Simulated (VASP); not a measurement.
# Settings for AlN: vacuum levels of a slab or layer

AlN, slab, 6 atoms in the cell. LDA; PAW potentials Al, N (LDA set). VASP 6.6.1.

Wanted: face levels within 0.04 eV; energy within 2 meV/atom; forces within 0.02 eV/Å.

Crystal: AlN, F-43m; Face: (1 1 1); Atomic planes: 6; Dipole correction: yes.

Face levels: vacuum level at each face, counted from the Fermi level.

POSCAR of the starting run:
```
AlN
1.0
    3.0730818562      0.0000000000      0.0000000000
   -1.5365409281      2.6613669554      0.0000000000
    0.0000000000      0.0000000000     20.6456118631
Al N
3 3
Direct
    0.2500000000      0.1250000000      0.3632733217
    0.9166666667      0.4583333333      0.4848081469
    0.5833333334      0.7916666667      0.6063429720
    0.9166666667      0.4583333333      0.3936570280
    0.5833333334      0.7916666667      0.5151918531
    0.2500000001      0.1250000000      0.6367266783
```

The series start from vacuum (Å): 15; correction: LDIPOL, IDIPOL 3, DIPOL, AMIN 0.01; k spacing (1/Å): 0.3; Cutoff ENCUT (eV): 525; SCF threshold EDIFF (eV): 1e-6; PREC: Accurate; LREAL: .FALSE.; ALGO: Normal. Each series keeps the choices made before it, and each single choice may use up half of a tolerance.

## Vacuum (Å)

| Vacuum (Å) | Face levels, largest deviation (eV) | Energy less reference (meV/atom) | Forces, largest deviation (eV/Å) | SCF iterations | Time (s) |
|---|---|---|---|---|---|
| 6 | 0.527 | 3.1 | 0.034 | 28 | 16 |
| 8 | 0.098 | 0.4 | 0.004 | 26 | 19 |
| 10 | 0.017 | 0.1 | 0.001 | 25 | 18 |
| 12 | 0.007 | 0.0 | 0.000 | 27 | 23 |
| 15 | 0.001 | 0.0 | 0.000 | 30 | 35 |
| 20 | 0.001 | 0.0 | 0.000 | 36 | 39 |
| 25 (reference) | 0.000 | 0.0 | 0.000 | 40 | 60 |

Chosen: 10, the loosest value from which every tighter one stays within half of the tolerance.

## Correction

| Correction | Face levels, largest deviation (eV) | Energy less reference (meV/atom) | Forces, largest deviation (eV/Å) | SCF iterations | Time (s) |
|---|---|---|---|---|---|
| LDIPOL, IDIPOL 3, DIPOL, AMIN 0.01 | 0.000 | 0.0 | 0.000 | 25 | 18 |
| LDIPOL, default AMIN | 0.002 | 0.0 | 0.002 | 27 | 20 |
| LDIPOL, no DIPOL | no result | no result | no result | 150 | 113 |
| IDIPOL 3 alone (energy only) | 1.666 | 8.5 | 0.090 | 26 | 15 |
| kernel truncation, coarsened | 0.011 | 0.0 | 0.001 | 27 | 31 |
| kernel truncation, full padding | 0.006 | 0.0 | 0.001 | 27 | 34 |

Chosen: LDIPOL, IDIPOL 3, DIPOL, AMIN 0.01; no other choice that stays within half of the tolerance saves 30 % of the time.

## k spacing (1/Å)

| k spacing (1/Å) | Face levels, largest deviation (eV) | Energy less reference (meV/atom) | Forces, largest deviation (eV/Å) | SCF iterations | Time (s) |
|---|---|---|---|---|---|
| 0.6 | 0.133 | 10.9 | 0.145 | 26 | 11 |
| 0.45 | 0.050 | 1.8 | 0.018 | 25 | 15 |
| 0.3 | 0.053 | -1.6 | 0.061 | 25 | 18 |
| 0.22 | 0.023 | -0.4 | 0.009 | 24 | 27 |
| 0.16 (reference) | 0.000 | 0.0 | 0.000 | 24 | 41 |

Chosen: 0.16; the next looser run is off by more than half of the tolerance, so convergence isn't shown beyond this value.

## Cutoff ENCUT (eV)

| Cutoff ENCUT (eV) | Face levels, largest deviation (eV) | Energy less reference (meV/atom) | Forces, largest deviation (eV/Å) | SCF iterations | Time (s) |
|---|---|---|---|---|---|
| 320 | 0.004 | 6.4 | 0.047 | 24 | 23 |
| 400 | 0.002 | 1.9 | 0.010 | 24 | 31 |
| 460 | 0.001 | 0.8 | 0.004 | 24 | 38 |
| 525 | 0.001 | 1.6 | 0.002 | 24 | 41 |
| 600 | 0.001 | 1.3 | 0.001 | 24 | 66 |
| 725 (reference) | 0.000 | 0.0 | 0.000 | 24 | 79 |

Chosen: 725; the next looser run is off by more than half of the tolerance, so convergence isn't shown beyond this value.

## SCF threshold EDIFF (eV)

| SCF threshold EDIFF (eV) | Face levels, largest deviation (eV) | Energy less reference (meV/atom) | Forces, largest deviation (eV/Å) | SCF iterations | Time (s) |
|---|---|---|---|---|---|
| 0.001 | 0.220 | -0.2 | 0.147 | 15 | 48 |
| 0.0001 | 0.009 | 0.0 | 0.011 | 19 | 64 |
| 1e-5 | 0.000 | 0.0 | 0.001 | 22 | 58 |
| 1e-6 | 0.000 | 0.0 | 0.000 | 24 | 79 |
| 1e-7 (reference) | 0.000 | 0.0 | 0.000 | 25 | 68 |

Chosen: 1e-5.

## PREC

| PREC | Face levels, largest deviation (eV) | Energy less reference (meV/atom) | Forces, largest deviation (eV/Å) | SCF iterations | Time (s) |
|---|---|---|---|---|---|
| Accurate | 0.000 | 0.0 | 0.000 | 22 | 58 |
| Normal | 0.000 | 0.0 | 0.000 | 22 | 30 |

Chosen: Normal, the fastest of those that stay within half of the tolerance.

## LREAL

| LREAL | Face levels, largest deviation (eV) | Energy less reference (meV/atom) | Forces, largest deviation (eV/Å) | SCF iterations | Time (s) |
|---|---|---|---|---|---|
| .FALSE. | 0.000 | 0.0 | 0.000 | 22 | 30 |
| Auto | 0.000 | 0.0 | 0.008 | 22 | 28 |

Chosen: .FALSE..

## ALGO

| ALGO | Face levels, largest deviation (eV) | Energy less reference (meV/atom) | Forces, largest deviation (eV/Å) | SCF iterations | Time (s) |
|---|---|---|---|---|---|
| Normal | 0.000 | 0.0 | 0.000 | 22 | 30 |
| Fast | 0.003 | 0.0 | 0.001 | 22 | 27 |
| All | 0.004 | 0.0 | 0.011 | 54 | 65 |

Chosen: Fast; it saves 3.3 s of 30, so Normal would do nearly as well.

## All choices together

| Input | Face levels, largest deviation (eV) | Energy less reference (meV/atom) | Forces, largest deviation (eV/Å) | Time (s) |
|---|---|---|---|---|
| starting input without the dipole correction (naive) | 1.611 | -3.8 | 0.106 | 32 |
| chosen settings | 0.014 | 0.1 | 0.003 | 27 |
| reference settings throughout | 0.000 | 0.0 | 0.000 | 200 |

The chosen settings stay within the tolerance of the reference run, but the reference itself isn't shown to be converged in: k spacing (1/Å), Cutoff ENCUT (eV).

Values of the reference run: Face levels: 8.113, 4.534 eV.

## The input

INCAR:
```
SYSTEM = AlN
  PREC = Normal
  ENCUT = 725
  EDIFF = 1E-5
  ISMEAR = 0
  SIGMA = 0.1
  LREAL = .FALSE.
  LASPH = .TRUE.
  ALGO = Fast
  NELM = 150
  LWAVE = .FALSE.
  LCHARG = .FALSE.
  GGA = CA
  KPAR = 4
  LVHAR = .TRUE.
  LVACPOTAV = .TRUE.
  LDIPOL = .TRUE.
  IDIPOL = 3
  DIPOL = 0.5 0.5 0.5
  AMIN = 0.01
```

KPOINTS:
```
Automatic mesh
0
Gamma
  15 15 1
  0 0 0
```

POSCAR:
```
AlN
1.0
    3.0730818562      0.0000000000      0.0000000000
   -1.5365409281      2.6613669554      0.0000000000
    0.0000000000      0.0000000000     15.6456118631
Al N
3 3
Direct
    0.2500000000      0.1250000000      0.3195784252
    0.9166666667      0.4583333333      0.4799531584
    0.5833333334      0.7916666667      0.6403278916
    0.9166666667      0.4583333333      0.3596721084
    0.5833333334      0.7916666667      0.5200468416
    0.2500000001      0.1250000000      0.6804215748
```

Commands:
```
cat potpaw_LDA.64/Al/POTCAR potpaw_LDA.64/N/POTCAR > POTCAR
mpirun -np 4 vasp_std > vasp.out
```

Limits: The program found no field-free region, so the vacuum level is rough.

The chosen input took VASP 6.6.1 27 s on 4 cores (Intel Xeon Platinum 8488C (Sapphire Rapids)), a shared host.

## An input that fails: dipole correction along an axis in the plane

It runs to its end, but against the unchanged starting input it is off by 6.226 eV in the face levels, 2020.0 meV/atom in the energy, 8.623 eV/Å in the forces.

Changes against the starting input:
```
- IDIPOL = 3
+ IDIPOL = 1
```
